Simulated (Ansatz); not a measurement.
An input for Ansatz 0.2.0 (N on the P site in GaP (32-atom cell)):

```yaml
crystal:
  lattice:
    - [-5.4505, 5.4505, -5.4505]
    - [5.4505, 5.4505, 5.4505]
    - [5.4505, -5.4505, -5.4505]
  atoms:
    - { symbol: Ga, position: [0.0, 0.0318452277, 0.0] }
    - { symbol: Ga, position: [0.2181547723, 0.4681547723, 0.2181547723] }
    - { symbol: Ga, position: [0.4982284737, -0.0047073425, 0.4982284737] }
    - { symbol: Ga, position: [0.7529358162, 0.5047073425, 0.7529358162] }
    - { symbol: Ga, position: [0.7818452277, 0.25, 0.0] }
    - { symbol: Ga, position: [0.0, 0.7517715263, 0.2470641838] }
    - { symbol: Ga, position: [0.2470641838, 0.25, 0.5017715263] }
    - { symbol: Ga, position: [0.4982284737, 0.7482284737, 0.7452926575] }
    - { symbol: Ga, position: [0.5017715263, 0.4970641838, 0.0] }
    - { symbol: Ga, position: [0.7529358162, 0.0029358162, 0.2547073425] }
    - { symbol: Ga, position: [0.0, 0.4970641838, 0.5017715263] }
    - { symbol: Ga, position: [0.2547073425, 0.0029358162, 0.7529358162] }
    - { symbol: Ga, position: [0.2470641838, 0.7517715263, 0.0] }
    - { symbol: Ga, position: [0.5017715263, 0.25, 0.2470641838] }
    - { symbol: Ga, position: [0.7452926575, 0.7482284737, 0.4982284737] }
    - { symbol: Ga, position: [0.0, 0.25, 0.7818452277] }
    - { symbol: "N", position: [0.0, 0.25, 0.0] }
    - { symbol: P, position: [0.2449815536, 0.740645278, 0.2449815536] }
    - { symbol: P, position: [0.5, 0.25, 0.5] }
    - { symbol: P, position: [0.7543362756, 0.759354722, 0.7543362756] }
    - { symbol: P, position: [0.7550184464, 0.4956637244, 0.0] }
    - { symbol: P, position: [0.0, 0.0050184464, 0.2456637244] }
    - { symbol: P, position: [0.2449815536, 0.4949815536, 0.490645278] }
    - { symbol: P, position: [0.509354722, 0.0043362756, 0.7543362756] }
    - { symbol: P, position: [0.5, 0.75, 0.0] }
    - { symbol: P, position: [0.7550184464, 0.25, 0.2456637244] }
    - { symbol: P, position: [0.0, 0.75, 0.5] }
    - { symbol: P, position: [0.2456637244, 0.25, 0.7550184464] }
    - { symbol: P, position: [0.2456637244, 0.0050184464, 0.0] }
    - { symbol: P, position: [0.490645278, 0.4949815536, 0.2449815536] }
    - { symbol: P, position: [0.7543362756, 0.0043362756, 0.509354722] }
    - { symbol: P, position: [0.0, 0.4956637244, 0.7550184464] }
kpoints:
  mp_grid: { grid: [2, 2, 2] }
hamiltonian:
  xc: lda
scf:
  occupations: { method: fixed }
gw:
  n_empty_bands: 443
  ecut_chi: 65
  qp_bands: [v5, c5]
  qp_kpoints: band_edges
  screening: { model: contour_deformation }
```

```sh
ansatz run input.yaml --threads 3 --pin off --max-ram 92160MiB --backend cuda --events-out ev --progress --plain --runs-dir out --devices 1 --max-vram 13GiB
```

Q: How long will it take on 1 × NVIDIA H100 80GB HBM3 (shared by 6 runs) with 3 threads of AMD EPYC 7R13 (Zen 3), shared host, and how much memory?

It took 17 s; on shared hardware allow 8.7 s to 35 s. Peak host memory was 2.1 GiB. The sizes that set the cost: 12623 plane waves a state, 3 irreducible k points, 587 bands summed, 767 plane waves in the screening and 8 SCF cycles.

The screening grows as filled bands × empty bands × pairs of k points, times the square of the screening basis for the matrix.

[Paths, hosts, dates, memory and timing lines, banners, echoed tables and standing remarks are left out of the program output.]

[Logs are printed without paths, hosts, clocks, repeated set-up lines and the standing remarks that a program may print on its own settings, such as how far it seeks lower states.]

[Runs of the session that timed out or met a known fault of the program may be left out.]

[Cells called generated may have been cut or substituted from an entry of the Crystallography Open Database or the Materials Project.]

[Hosts, paths, dates, database ids (printed as entryN), source tags and the programs' standing remarks are cut or masked in the printed files.]
